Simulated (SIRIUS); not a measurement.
# Ge under changes of volume

One of the cells (19.384 Å³/atom); the others are scaled copies at fixed shape and fractional positions:

```xyz
1
Lattice="-1.6084 1.6084 1.8732 1.6084 -1.6084 1.8732 1.6084 1.6084 -1.8732" Properties=species:S:1:pos:R:3 pbc="T T T"
Ge    0.0000    0.0000    1.8732
```

The cell was built by a generator and needn't be a form met in nature.

```yaml
Program: SIRIUS 7.10.0
Functional: PBE
Potentials_or_basis: PseudoDojo 0.4.1 PBE standard (scalar relativistic)
Cutoff: 1078 eV
Density_cutoff: 4311 eV
k_mesh: 12 × 12 × 12
Occupations: fermi-dirac, width 0.05 eV
Spin: no spin polarisation
```

```tsv
volume (Å³/atom)	energy over the lowest point (meV/atom)	pressure (GPa)
18.221	20.59	5.0
18.608	10.41	3.4
18.996	?	?
19.384	0.38	0.7
19.771	0.00	-0.5
20.159	2.44	-1.6
20.547	7.48	-2.6
```

Q: What does the run at 18.996 Å³/atom give?

A: Energy over the lowest point 3.78 meV/atom; pressure 2.0 GPa.

Worked out: A Birch-Murnaghan fit of order 3 (a polynomial in V^(-2/3)) to the other rows has its minimum at 19.62 Å³/atom with B0 = V·E''(V) = 60 GPa and B' = 2.9 at fixed shape and positions, which overstates the stiffness. It gives 3.76 meV/atom at 18.996 Å³/atom, against the run's 3.78, and -dE/dV = 2.1 GPa, against 2.0.

Energies are extrapolated to zero smearing.
